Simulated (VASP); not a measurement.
# TaN (P6_3/mmc) in VASP: a series of runs

Aim: see how the results for TaN move with the level of theory and the settings. Levels: PBEsol, RPBE, revPBE, BLYP. Tasks: electron localisation function, relaxation of cell and atoms.

All numbers are computed with VASP 6.6.1; they aren't measurements. Logs are shortened: lines on timing, memory, paths and dates and some standing lists are left out, and cuts for length are marked.

### 1 The structure

It takes space group P6_3/mmc (No. 194, hexagonal). The conventional cell has a = 2.922 Å, b = 2.922 Å, c = 5.917 Å, α = 90.00°, β = 90.00°, γ = 120.00°. Ta (site symmetry -3m) is surrounded by 6 N at 2.24 Å. N (site symmetry -6m2) has 6 Ta at 2.24 Å as nearest neighbours.

The cell comes from a database or a generator and needn't be the stable form of this composition.

### 2 Electron localisation function, PBEsol

File INCAR:

```
PREC = Accurate
ENCUT = 520
EDIFF = 1E-6
ISMEAR = 0
SIGMA = 0.02
LREAL = F
LASPH = T
NELM = 100
ALGO = Fast
ISIF = 2
LWAVE = F
LCHARG = T
GGA = PS
LELF = T
```

File KPOINTS:

```
regular mesh
0
Gamma
  10 10 5
```

File POSCAR:

```
TaN
1.0
    2.9217699809      0.0000000000      0.0000000000
   -1.4608849905      2.5303270275      0.0000000000
    0.0000000000      0.0000000000      5.9165150000
Ta N
2 2
Direct
    0.0000000000      0.0000000000      0.5000000000
    0.0000000000      0.0000000000      0.0000000000
    0.3333333333      0.6666666667      0.2500000000
    0.6666666667      0.3333333333      0.7500000000
```

Potentials or basis: VASP PAW PBE potentials, release 64 (Ta_pv, N).

Launch:

```bash
cat potpaw_PBE.64/Ta_pv/POTCAR potpaw_PBE.64/N/POTCAR > POTCAR
mpirun -np 1 vasp_std > vasp.out
```

OUTCAR:

```text
PREC = Accurate
   ENCUT = 520
   EDIFF = 1E-6
   ISMEAR = 0
   LREAL = F
   LASPH = T
   NELM = 100
   ISIF = 2
   GGA = PS

 ion  position               nearest neighbor table
   1  0.000  0.000  0.500-   3 2.24   4 2.24   4 2.24   3 2.24   4 2.24   3 2.24   2 2.96   2 2.96

   2  0.000  0.000  0.000-   3 2.24   4 2.24   4 2.24   3 2.24   4 2.24   3 2.24   1 2.96   1 2.96

   3  0.333  0.667  0.250-   1 2.24   2 2.24   1 2.24   2 2.24   1 2.24   2 2.24
   4  0.667  0.333  0.750-   1 2.24   2 2.24   1 2.24   2 2.24   1 2.24   2 2.24

  LATTYP: Found a hexagonal cell.
 ALAT       =     2.9217699809
 C/A-ratio  =     2.0249763119

  Lattice vectors:

 A1 = (   2.9217699809,   0.0000000000,   0.0000000000)
 A2 = (  -1.4608849905,   2.5303270275,   0.0000000000)
 A3 = (   0.0000000000,   0.0000000000,   5.9165150000)

Analysis of symmetry for initial positions (statically):
=====================================================================
 Subroutine PRICEL returns:
 Original cell was already a primitive cell.

 Routine SETGRP: Setting up the symmetry group for a
 hexagonal supercell.

 Subroutine GETGRP returns: Found 24 space group operations
 (whereof 12 operations were pure point group operations)
 out of a pool of 24 trial point group operations.

The static configuration has the point symmetry D_3d.
 The point group associated with its full space group is D_6h.

Analysis of symmetry for dynamics (positions and initial velocities):
=====================================================================
 Subroutine PRICEL returns:
 Original cell was already a primitive cell.

 Routine SETGRP: Setting up the symmetry group for a
 hexagonal supercell.

 Subroutine GETGRP returns: Found 24 space group operations
 (whereof 12 operations were pure point group operations)
 out of a pool of 24 trial point group operations.

The dynamic configuration has the point symmetry D_3d.
 The point group associated with its full space group is D_6h.

 Subroutine INISYM returns: Found 24 space group operations
 (whereof 12 operations are pure point group operations),
 and found     1 'primitive' translations

----------------------------------------------------------------------------------------

                                     Primitive cell

  volume of cell :      43.7410

  direct lattice vectors                    reciprocal lattice vectors
     2.921769981  0.000000000  0.000000000     0.342258291  0.197602916  0.000000000
    -1.460884991  2.530327027  0.000000000     0.000000000  0.395205833  0.000000000
     0.000000000  0.000000000  5.916515000     0.000000000  0.000000000  0.169018417

  length of vectors
     2.921769981  2.921769981  5.916515000     0.395205833  0.395205833  0.169018417

  position of ions in fractional coordinates (direct lattice)
     0.000000000  0.000000000  0.500000000
     0.000000000  0.000000000  0.000000000
     0.333333333  0.666666667  0.250000000
     0.666666667  0.333333333  0.750000000

  ion indices of the primitive-cell ions
   primitive index   ion index
                 1           1
                 2           2
                 3           3
                 4           4

----------------------------------------------------------------------------------------

 KPOINTS: regular mesh

Automatic generation of k-mesh.
 Grid dimensions read from file:
 generate k-points for:   10   10    5

 Generating k-lattice:

  Cartesian coordinates                     Fractional coordinates (reciprocal lattice)
     0.034225829  0.019760292  0.000000000     0.100000000  0.000000000  0.000000000
     0.000000000  0.039520583  0.000000000     0.000000000  0.100000000  0.000000000
     0.000000000  0.000000000  0.033803683     0.000000000  0.000000000  0.200000000

  Length of vectors
     0.039520583  0.039520583  0.033803683

  Shift w.r.t. Gamma in fractional coordinates (k-lattice)
     0.000000000  0.000000000  0.000000000

 Subroutine IBZKPT returns following result:
 ===========================================

 Found     42 irreducible k-points:

 Following reciprocal coordinates:
            Coordinates               Weight
  0.000000  0.000000  0.000000      1.000000
  0.100000  0.000000  0.000000      6.000000
  0.200000  0.000000  0.000000      6.000000
  0.300000  0.000000  0.000000      6.000000
  0.400000  0.000000  0.000000      6.000000
  0.500000  0.000000  0.000000      3.000000
[... 16 lines left out ...]
  0.300000  0.100000  0.200000     24.000000
  0.400000  0.100000  0.200000     24.000000
 [... further k-points ...]
   k-points           NKPTS =     42   k-points in BZ     NKDIM =     42   number of bands    NBANDS=     20
   number of dos      NEDOS =    301   number of ions     NIONS =      4
   total plane-waves  NPLWV =  27648
   dimension x,y,z NGX =    24 NGY =   24 NGZ =   48
   dimension x,y,z NGXF=    48 NGYF=   48 NGZF=   96
   ions per type =               2   2
[... 28 lines left out ...]
   EFERMI_NEDOS =   21; number of points for ismear=-14 and -15
   IALGO  =     68    algorithm
   IMIX   =      4    mixing-type and parameters
     AMIX     =   0.40;   BMIX     =  1.00
     AMIX_MAG =   1.60;   BMIX_MAG =  1.00
  volume/ion in A,a.u.               =      10.94        73.79
  Fermi-wavevector in a.u.,A,eV,Ry     =   1.475124  2.787581 29.606163  2.175992
  Thomas-Fermi vector in A             =   2.589812
   LORBIT       =      0    0 simple, 1 ext, 2 COOP (PROOUT), +10 PAW based schemes
   GGA     = PS    functional components
   LHFCALC =     F    Hartree Fock is set to
   AEXX    =    0.0000 exact exchange contribution
   IVDW    =     0    specifies the selected vdW correction
   LEPSILON=     F    determine dielectric tensor
   LRPA    =     F    only Hartree local field effects (RPA)
 non-spin polarized calculation
 RMM-DIIS sequential band-by-band and
 Gauss-broadening in eV      SIGMA  =   0.02
  energy-cutoff  :      520.00
  volume of cell :       43.74
 maximum number of plane-waves:      1223
 NGX is ok and might be reduce to    24
   NGX = 11   NGY = 11   NGZ = 23

 number of electron      32.0000005 magnetization

 Free energy of the ion-electron system (eV)
  ---------------------------------------------------
  ext. energy  EPLUGINS =         0.00000000
  ---------------------------------------------------
  free energy    TOTEN  =       -46.73120708 eV

  energy without entropy =      -46.73094637  energy(sigma->0) =      -46.73107673

 E-fermi :   7.9159     XC(G=0): -13.4265

 val. band max:        7.9055926554   @ k =   0.1000   0.1000   0.4000
 cond. band min:       7.9503196100   @ k =   0.1000   0.0000   0.2000
 fundamental gap:      0.0447269546
 Fermi energy:         7.9158630872

 k-point     1 :       0.0000    0.0000    0.0000
  band No.  band energies     occupation
      1     -27.6042      2.00000
      2     -26.8529      2.00000
      3     -26.5994      2.00000
      4     -26.5994      2.00000
      5     -26.5382      2.00000
      6     -26.5382      2.00000
[... 12 lines left out ...]
     19       8.4890      0.00000
     20      10.3638      0.00000

 k-point     2 :       0.1000    0.0000    0.0000
  band No.  band energies     occupation
      1     -27.5794      2.00000
      2     -26.8383      2.00000
      3     -26.7104      2.00000
      4     -26.6400      2.00000
      5     -26.6232      2.00000
      6     -26.5605      2.00000
[... 12 lines left out ...]
     19       9.0173      0.00000
     20      10.3997      0.00000

 k-point     3 :       0.2000    0.0000    0.0000
  band No.  band energies     occupation
      1     -27.5139      2.00000
      2     -26.9913      2.00000
      3     -26.8997      2.00000
      4     -26.7996      2.00000
      5     -26.6850      2.00000
      6     -26.6185      2.00000
[... 12 lines left out ...]
     19      10.0419      0.00000
     20      10.7250      0.00000

 k-point     4 :       0.3000    0.0000    0.0000
  band No.  band energies     occupation
      1     -27.4335      2.00000
      2     -27.3200      2.00000
      3     -27.2074      2.00000
      4     -26.7603      2.00000
      5     -26.7516      2.00000
      6     -26.6894      2.00000
[... 429 lines left out ...]
 k-point    23 :       0.3000    0.1000    0.2000
  band No.  band energies     occupation
      1     -27.4460      2.00000
      2     -27.3512      2.00000
      3     -27.3167      2.00000
      4     -26.8436      2.00000
      5     -26.7923      2.00000
      6     -26.7793      2.00000
[... 12 lines left out ...]
     19      11.4348      0.00000
     20      12.3696      0.00000

 k-point    24 :       0.4000    0.1000    0.2000
  band No.  band energies     occupation
      1     -27.6067      2.00000
      2     -27.4985      2.00000
      3     -27.2783      2.00000
      4     -26.8973      2.00000
      5     -26.8321      2.00000
      6     -26.7613      2.00000
[... 12 lines left out ...]
     19      11.8421      0.00000
     20      12.6980      0.00000

 [... further k-points ...]
[... 5 lines left out ...]
  --------------------------------------------------------------------------------------
  -------------------------------------------------------------------------------------
  Total       -2.5501477     -2.5501477     -2.7979139      0.0000000      0.0000000      0.0000000
  in kB      -93.4086873    -93.4086873   -102.4840492      0.0000000      0.0000000      0.0000000
  external PRESSURE =     -96.4338079 kB  Pullay stress =       0.0000000 kB

 VOLUME and BASIS-vectors are now :
 -----------------------------------------------------------------------------
  energy-cutoff  :      520.00
  volume of cell :       43.74
      direct lattice vectors                 reciprocal lattice vectors
     2.921769981  0.000000000  0.000000000     0.342258291  0.197602916  0.000000000
    -1.460884991  2.530327027  0.000000000     0.000000000  0.395205833  0.000000000
     0.000000000  0.000000000  5.916515000     0.000000000  0.000000000  0.169018417

 POSITION                                       TOTAL-FORCE (eV/Angst)
 -----------------------------------------------------------------------------------
      0.00000      0.00000      2.95826        -0.000000      0.000000      0.000000
      0.00000      0.00000      0.00000        -0.000000      0.000000      0.000000
     -0.00000      1.68688      1.47913         0.000000      0.000000     -0.000000
      1.46088      0.84344      4.43739        -0.000000      0.000000      0.000000
 -----------------------------------------------------------------------------------
    total drift:                               -0.000000      0.000000      0.000000

  FREE ENERGIE OF THE ION-ELECTRON SYSTEM (eV)
  ---------------------------------------------------
  free  energy   TOTEN  =       -46.7312070827 eV

  energy  without entropy=      -46.7309463674  energy(sigma->0) =      -46.73107673
```

It took 29 s on 1 thread of Intel Xeon Platinum 8488C (Sapphire Rapids), shared host; peak memory 0.18 GiB.

What came out:

```yaml
Free_energy: -46.7312 eV
Pressure: -9.6 GPa
Band_gap_on_the_k_mesh: none (metal or under the smearing width)
```

Caveat: the PAW data sets were made with another functional, which shifts forces and pressure a little. The run has no spin-orbit coupling, so splittings on Ta are missing.

### 3 Relaxation of cell and atoms, RPBE

File INCAR:

```
PREC = Accurate ; ENCUT = 600
EDIFF = 1E-6 ; ISMEAR = -1
SIGMA = 0.05 ; LREAL = False
LASPH = True ; NELM = 100
ALGO = Fast ; ISIF = 3
LWAVE = False ; LCHARG = False
GGA = RP ; IBRION = 2
NSW = 40 ; EDIFFG = -0.005
```

KPOINTS is that of step 2.

POSCAR is that of step 2.

Potentials or basis: VASP PAW PBE potentials, release 64 (Ta_pv, N).

Launch:

```bash
cat potpaw_PBE.64/Ta_pv/POTCAR potpaw_PBE.64/N/POTCAR > POTCAR
mpirun -np 1 vasp_std > vasp.out
```

It took 2.3 min on 1 thread of Intel Xeon Platinum 8488C (Sapphire Rapids), shared host; peak memory 0.2 GiB.

It converged, with:

```yaml
Free_energy: -41.9588 eV
Relaxed_volume: 11.08 Å³/atom
Relaxed_cell: a = 2.934 Å, b = 2.934 Å, c = 5.945 Å, α = 90.00°, β = 90.00°, γ = 120.00°
Space_group_after_relaxing_to_0.05_Å: P6_3/mmc (No. 194)
Energy_gained_by_relaxing: 1.8 meV/atom
Ionic_steps: 8
Pressure_after_relaxing: 0.0 GPa
Band_gap_on_the_k_mesh: none (metal or under the smearing width)
```

Step by step:
```csv
step,energy change (eV),largest force (eV/Å),pressure (GPa),volume (Å³)
1,0.0000,0.0000,4.18,43.74
2,0.0271,0.0000,-8.35,45.57
3,-0.0074,0.0000,-0.01,44.31
4,-0.0074,0.0000,0.05,44.30
5,-0.0074,0.0000,0.05,44.30
6,-0.0074,0.0000,0.06,44.30
7,-0.0074,0.0000,-0.08,44.32
8,-0.0074,0.0000,-0.02,44.31
```

Final structure:
```yaml
crystal:
  lattice:
    - [2.93373, 0.00000, 0.00000]
    - [-1.46687, 2.54069, 0.00000]
    - [0.00000, 0.00000, 5.94479]
  atoms:
    - { symbol: Ta, position: [0.00000, 0.00000, 0.50000] }
    - { symbol: Ta, position: [0.00000, 0.00000, 0.00000] }
    - { symbol: N, position: [0.33333, 0.66667, 0.25000] }
    - { symbol: N, position: [0.66667, 0.33333, 0.75000] }
```

Levels at points of the mesh, in eV from the Fermi level:
```csv
k point,band 12,band 13,band 14,band 15,band 16,band 17,band 18,band 19,band 20
"(0.00, 0.00, 0.00)",-4.23,-3.48,-1.98,-1.98,-0.22,-0.22,0.56,0.56,2.28
"(0.50, 0.00, 0.00)",-5.30,-4.15,-3.63,-2.79,-2.09,2.79,3.82,4.71,5.01
```

Caveat: the PAW data sets were made with another functional, which shifts forces and pressure a little. The run has no spin-orbit coupling, so splittings on Ta are missing.

### 4 Relaxation of cell and atoms, revPBE

File INCAR:

```
SYSTEM = TaN
PREC     = Accurate       ! precision mode
ENCUT    = 600            ! plane-wave cutoff, eV
EDIFF    = 1E-6           ! SCF threshold, eV
ISMEAR   = -1             ! smearing method
SIGMA    = 0.05           ! smearing width, eV
LREAL    = .False.        ! projectors in reciprocal space
LASPH    = .True.         ! aspherical terms in the spheres
NELM     = 60             ! most SCF steps
ALGO     = Fast           ! electronic algorithm
ISIF     = 3              ! what is computed and relaxed
LWAVE    = .False.        ! write WAVECAR
LCHARG   = .False.        ! write CHGCAR
GGA      = RE             ! functional
IBRION   = 2              ! ionic algorithm
NSW      = 40             ! ionic steps
EDIFFG   = -0.005         ! ionic threshold
```

File KPOINTS:

```
regular mesh
0
Gamma
  10 10 5
  0 0 0
```

POSCAR is that of step 3.

Launch:

```bash
cat potpaw_PBE.64/Ta_pv/POTCAR potpaw_PBE.64/N/POTCAR > POTCAR
mpirun -np 1 vasp_std > vasp.out
```

Wall time 58 s (1 thread of Intel Xeon Platinum 8488C (Sapphire Rapids), shared host); peak memory 0.2 GiB.

Results (log left out):

- Free energy: -42.3269 eV
- Relaxed volume: 11.03 Å³/atom
- Relaxed cell: a = 2.930 Å, b = 2.930 Å, c = 5.937 Å, α = 90.00°, β = 90.00°, γ = 120.00°
- Space group after relaxing (to 0.05 Å): P6_3/mmc (No. 194)
- Energy gained by relaxing: 0.9 meV/atom
- Ionic steps: 3
- Pressure after relaxing: 0.0 GPa
- Band gap on the k mesh: none (metal or under the smearing width)

Stress tensor (GPa, compression positive):
```
 0.06  0.00  0.00
 0.00  0.06  0.00
 0.00  0.00 -0.04
```

The path:
| step | energy change (eV) | largest force (eV/Å) | pressure (GPa) | volume (Å³) |
| --- | --- | --- | --- | --- |
| 1 | 0.0000 | 0.0000 | 2.90 | 43.74 |
| 2 | 0.0136 | 0.0000 | -6.00 | 45.00 |
| 3 | -0.0035 | 0.0000 | 0.03 | 44.13 |

Final structure:
```yaml
crystal:
  lattice:
    - [2.92965, 0.00000, 0.00000]
    - [-1.46483, 2.53715, 0.00000]
    - [0.00000, 0.00000, 5.93714]
  atoms:
    - { symbol: Ta, position: [0.00000, 0.00000, 0.50000] }
    - { symbol: Ta, position: [0.00000, 0.00000, 0.00000] }
    - { symbol: N, position: [0.33333, 0.66667, 0.25000] }
    - { symbol: N, position: [0.66667, 0.33333, 0.75000] }
```

Levels at points of the mesh, in eV from the Fermi level:
```csv
k point,band 12,band 13,band 14,band 15,band 16,band 17,band 18,band 19,band 20
"(0.00, 0.00, 0.00)",-4.25,-3.49,-1.98,-1.98,-0.22,-0.22,0.56,0.56,2.30
"(0.50, 0.00, 0.00)",-5.32,-4.15,-3.65,-2.80,-2.10,2.80,3.86,4.74,5.05
```

Caveat: the PAW data sets were made with another functional, which shifts forces and pressure a little. Spin-orbit coupling is left out, which matters for the levels of Ta.

### 5 Relaxation of cell and atoms, BLYP

File INCAR:

```
SYSTEM = TaN
  PREC = Accurate
  ENCUT = 600
  EDIFF = 1E-6
  ISMEAR = -1
  SIGMA = 0.05
  LREAL = .FALSE.
  LASPH = .TRUE.
  NELM = 60
  ALGO = Normal
  ISIF = 3
  LWAVE = .FALSE.
  LCHARG = .FALSE.
  GGA = B5
  ALDAX = 1.0
  AGGAX = 1.0
  AGGAC = 1.0
  ALDAC = 0.0
  IBRION = 2
  NSW = 40
  EDIFFG = -0.005
```

File KPOINTS:

```
regular mesh
0
G
  10 10 5
  0 0 0
```

POSCAR is that of step 4.

Launch:

```bash
cat potpaw_PBE.64/Ta_pv/POTCAR potpaw_PBE.64/N/POTCAR > POTCAR
mpirun -np 1 vasp_std > vasp.out
```

Run time: 3.3 min. Hardware: 1 thread of Intel Xeon Platinum 8488C (Sapphire Rapids), shared host; peak memory 0.2 GiB.

The run converged. Its results:

| Property | Result |
| --- | --- |
| Free energy | -40.1032 eV |
| Relaxed volume | 11.34 Å³/atom |
| Relaxed cell | a = 2.961 Å, b = 2.961 Å, c = 5.974 Å, α = 90.00°, β = 90.00°, γ = 120.00° |
| Space group after relaxing (to 0.05 Å) | P6_3/mmc (No. 194) |
| Energy gained by relaxing | 14.3 meV/atom |
| Ionic steps | 9 |
| Pressure after relaxing | 0.0 GPa |
| Band gap on the k mesh | none (metal or under the smearing width) |

Step by step:
```tsv
step	energy change (eV)	largest force (eV/Å)	pressure (GPa)	volume (Å³)
1	0.0000	0.0000	11.66	43.74
2	0.1789	0.0000	-19.38	48.98
3	-0.0565	0.0000	-0.30	45.39
4	-0.0565	0.0000	-0.04	45.35
5	-0.0565	0.0000	0.17	45.31
6	-0.0569	0.0000	0.22	45.33
7	-0.0570	0.0000	0.21	45.33
8	-0.0570	0.0000	-0.27	45.40
9	-0.0571	0.0000	-0.02	45.36
```

Final structure:
```
CELL_PARAMETERS angstrom
2.96077 0.00000 0.00000
-1.48038 2.56410 0.00000
0.00000 0.00000 5.97442
ATOMIC_POSITIONS crystal
Ta 0.00000 0.00000 0.50000
Ta 0.00000 0.00000 0.00000
N 0.33333 0.66667 0.25000
N 0.66667 0.33333 0.75000
```

Levels at points of the mesh, in eV from the Fermi level:
| k point | band 12 | band 13 | band 14 | band 15 | band 16 | band 17 | band 18 | band 19 | band 20 |
| --- | --- | --- | --- | --- | --- | --- | --- | --- | --- |
| (0.00, 0.00, 0.00) | -4.04 | -3.38 | -1.97 | -1.97 | -0.25 | -0.25 | 0.48 | 0.48 | 2.19 |
| (0.50, 0.00, 0.00) | -5.13 | -4.03 | -3.46 | -2.74 | -1.96 | 2.66 | 3.63 | 4.40 | 4.74 |

Caveat: the PAW data sets were made with another functional, which shifts forces and pressure a little. Spin-orbit coupling is left out, which matters for the levels of Ta.

### 6 The reference run

An earlier run on the cell as given: functional PBE; potentials or basis VASP PAW PBE potentials, release 64 (Ta_pv, N); cutoff 520 eV; k mesh 10 × 10 × 5; occupations fermi-dirac, width 0.05 eV; no spin polarisation.

- Pressure: -0.4 GPa
- Band gap on the k mesh: none (metal or under the smearing width)

### 7 The runs side by side

| task | level | cell | cutoff (eV) | smearing | gap on the mesh (eV) | pressure (GPa) | relaxed volume (Å³/atom) |
| --- | --- | --- | --- | --- | --- | --- | --- |
| electron localisation function | PBEsol | as given | 520 | gaussian 0.02 eV | none | -9.6 | - |
| relaxation of cell and atoms | RPBE | relaxed | 600 | fermi-dirac 0.05 eV | none | 0.0 | 11.08 |
| relaxation of cell and atoms | revPBE | relaxed | 600 | fermi-dirac 0.05 eV | none | 0.0 | 11.03 |
| relaxation of cell and atoms | BLYP | relaxed | 600 | fermi-dirac 0.05 eV | none | 0.0 | 11.34 |
| single point | PBE | as given | 520 | fermi-dirac 0.05 eV | none | -0.4 | - |

Alike in all rows: potentials or basis VASP PAW PBE potentials, release 64 (Ta_pv, N); no spin polarisation; k mesh 10 × 10 × 5.

Caveats: the PAW data sets were made with another functional, which shifts forces and pressure a little (some runs).

Total energies depend on the potentials used, so only differences within one code and one set of settings carry meaning.
